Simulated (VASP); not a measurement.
**Al: relaxation of cell and atoms with PBE**

Crystal: Al.

```
CELL_PARAMETERS angstrom
4.00448 0.00000 0.00000
-2.00224 3.46798 0.00000
0.00000 0.00000 3.41351
ATOMIC_POSITIONS crystal
Al 0.33333 0.66667 0.50000
Al 0.00000 0.00000 0.00000
Al 0.66667 0.33333 0.50000
```

The cell was built by a generator and needn't be a form met in nature.

* Program: VASP 6.6.1
* Task: relaxation of cell and atoms
* Functional: PBE
* Potentials or basis: VASP PAW PBE potentials, release 64 (Al)
* Cutoff: 600 eV
* k mesh: 6 × 6 × 6
* Occupations: gaussian, width 0.1 eV
* Spin: no spin polarisation
* Dipole correction: no
* Further INCAR settings: ALGO = Normal; EDIFF = 1e-06; IBRION = 2; EDIFFG = -0.04; NSW = 90; ISIF = 3

```
Relaxed volume                         : 17.05 Å³/atom
Relaxed cell                           : a = 4.585 Å, b = 4.585 Å, c = 2.810 Å, α = 90.00°, β = 90.00°, γ = 120.00°
Space group after relaxing (to 0.05 Å) : P6/mmm (No. 191)
Energy gained by relaxing              : 402.4 meV/atom
Ionic steps                            : 16
Pressure after relaxing                : 0.3 GPa
Band gap on the k mesh                 : none (metal or under the smearing width)
```

Stress tensor (GPa, compression positive):
```
0.30 0.00 0.00
0.00 0.30 0.00
0.00 0.00 0.22
```

Step by step:
| step | energy change (eV) | largest force (eV/Å) | pressure (GPa) | volume (Å³) |
| --- | --- | --- | --- | --- |
| 1 | 0.0000 | 0.0000 | 19.25 | 47.41 |
| 2 | -0.7057 | 0.0000 | -5.26 | 61.23 |
| 3 | -0.7633 | 0.0000 | -1.92 | 57.06 |
| 4 | -0.7633 | 0.0000 | -2.15 | 57.27 |
| 5 | -0.8128 | 0.0000 | -1.03 | 55.75 |
| 6 | -1.0742 | 0.0000 | 1.79 | 51.10 |
| 7 | 0.1033 | 0.0000 | 29.92 | 41.38 |
| 8 | -1.1069 | 0.0000 | 2.84 | 50.18 |
| 9 | -1.0053 | 0.0000 | 9.96 | 45.84 |
| 10 | -1.1481 | 0.0000 | 4.31 | 48.98 |
| 11 | -1.1423 | 0.0000 | 6.17 | 47.74 |
| 12 | -1.1536 | 0.0000 | 5.07 | 48.44 |
| 13 | -1.1667 | 0.0000 | 4.70 | 48.44 |
| 14 | -1.1668 | 0.0000 | 4.72 | 48.44 |
| 15 | -1.1839 | 0.0000 | 3.50 | 49.11 |
| 16 | -1.2072 | 0.0000 | 0.27 | 51.16 |

Final structure:
```cif
data_structure
_symmetry_space_group_name_H-M 'P 1'
_symmetry_Int_Tables_number 1
_cell_length_a 4.5847
_cell_length_b 4.5847
_cell_length_c 2.8102
_cell_angle_alpha 90.000
_cell_angle_beta 90.000
_cell_angle_gamma 120.000
_cell_volume 51.16
loop_
_atom_site_label
_atom_site_type_symbol
_atom_site_fract_x
_atom_site_fract_y
_atom_site_fract_z
_atom_site_occupancy
Al1 Al 0.33333 0.66667 0.50000 1
Al2 Al 0.00000 0.00000 0.00000 1
Al3 Al 0.66667 0.33333 0.50000 1
```

Levels at points of the mesh, in eV from the Fermi level:
| k point | band 2 | band 3 | band 4 | band 5 | band 6 | band 7 |
| --- | --- | --- | --- | --- | --- | --- |
| (0.00, 0.00, 0.00) | -2.13 | -2.13 | -2.04 | -2.04 | -1.37 | -1.26 |
| (0.50, 0.00, 0.00) | -8.62 | -4.27 | -3.88 | 4.32 | 4.58 | 4.78 |
| (0.00, 0.00, 0.50) | -6.05 | 1.33 | 1.33 | 1.92 | 2.15 | 2.15 |
| (0.50, 0.00, 0.50) | -4.25 | -3.92 | -3.68 | -0.45 | 0.59 | 0.64 |

Wall time 82 s on 1 thread of Intel(R) Xeon(R) Platinum 8488C (Sapphire Rapids) (shared host), peak memory 0.16 GiB.
